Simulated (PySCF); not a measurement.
Below is a simulated gas-phase C 1s photoelectron spectrum of diethylzinc (`C[CH2][Zn][CH2]C`).

Every computed line was given a Gaussian of 0.7 eV full width at half maximum and an area set by the number of equivalent atoms; the highest printed point is 100. Level of theory: delta-SCF UKS SCAN, pcX-2 on the ionised atom, pcseg-1 elsewhere, spin-free X2C in PySCF.

binding energy (eV), intensity and a bar:
```
    288.4          0 
    288.5          1 
    288.6          3 #
    288.7          7 ##
    288.8         14 ####
    288.9         25 #######
    289.0         42 ############
    289.1         61 ##################
    289.2         81 ########################
    289.3         95 ############################
    289.4        100 ##############################
    289.5         95 ############################
    289.6         82 #########################
    289.7         68 ####################
    289.8         58 #################
    289.9         57 #################
    290.0         64 ###################
    290.1         78 #######################
    290.2         92 ###########################
    290.3         99 ##############################
    290.4         98 #############################
    290.5         86 ##########################
    290.6         67 ####################
    290.7         47 ##############
    290.8         30 #########
    290.9         17 #####
    291.0          8 ##
    291.1          4 #
    291.2          1 
    291.3          1
```

Task: How many maxima does the curve show, and how many computed lines lie under it?

Result: The curve has 2 maxima (at 289.4 and 290.3 eV). Under it lie 2 lines from 2 inequivalent carbon sites.

Task: Decompose the envelope and assign each component. Numbering: `[CH3:1][CH2:2][Zn:3][CH2:4][CH3:5]`.

Result: 
| position (eV) | relative area | line | atoms | environment |
| --- | --- | --- | --- | --- |
| 289.39 | 2 | C 1s | C2/C4 | chain CH2 carbon |
| 290.34 | 2 | C 1s | C1/C5 | methyl carbon |

Task: Above which line width would these two lines show one maximum?

Result: Two equal Gaussians merge once their distance is under 2σ = FWHM/1.177. With 0.95 eV between them that is a full width over 1.12 eV.

The listed C 1s values span 0.95 eV, from C2/C4 (bonded to C, 2 H and Zn) to C1/C5 (bonded to C and 3 H).

Shake-up satellites, vibrational structure and lifetime widths aren't simulated. The first atom of each set that the bonding makes equivalent was ionised and stands for the set. Isolated species at its PBE0-D3(BJ)/def2-SVP geometry, gas phase.
